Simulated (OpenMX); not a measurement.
CoO:

```
Co O
1.0
     0.00000    2.13150    2.13150
     2.13150    0.00000    2.13150
     2.13150    2.13150    0.00000
Co O
1 1
Direct
  0.00000 0.00000 0.00000
  0.50000 0.50000 0.50000
```

Base run:

| Item | Value |
| --- | --- |
| Program | OpenMX 3.8.5 |
| Functional | LDA |
| Potentials or basis | OpenMX 2013 LDA set, Co6.0H-s3p2d2, O6.0-s2p2d1, grid cutoff 500 Ry |
| k mesh | 11 × 11 × 11 |
| Occupations | fermi-dirac, width 0.05 eV |
| Spin | collinear spin, ferromagnetic start |
| Starting moments | [2.0, 0.0] μB |

Its results: pressure -17.8 GPa; net moment 2.85 μB per cell; site moments Co +2.49; O +0.37 μB.

Task: The run is repeated on the same cell with these changes: functional from LDA to PBE; potentials or basis from OpenMX 2013 LDA set, Co6.0H-s3p2d2, O6.0-s2p2d1, grid cutoff 500 Ry to OpenMX 2013 PBE set, Co6.0H-s3p2d2, O6.0-s2p2d1, grid cutoff 500 Ry. What comes out?

Result: Pressure -0.2 GPa; net moment 2.95 μB per cell; site moments Co +2.58; O +0.36 μB.

Caveats: the basis of atomic orbitals isn't converged, which shifts pressures, moduli and gaps; a cell with one magnetic atom can't hold antiferromagnetic order, which such compounds often take; so large a pressure means that the cell lies far from this level's equilibrium, or that cutoff or potentials fall short (some runs).
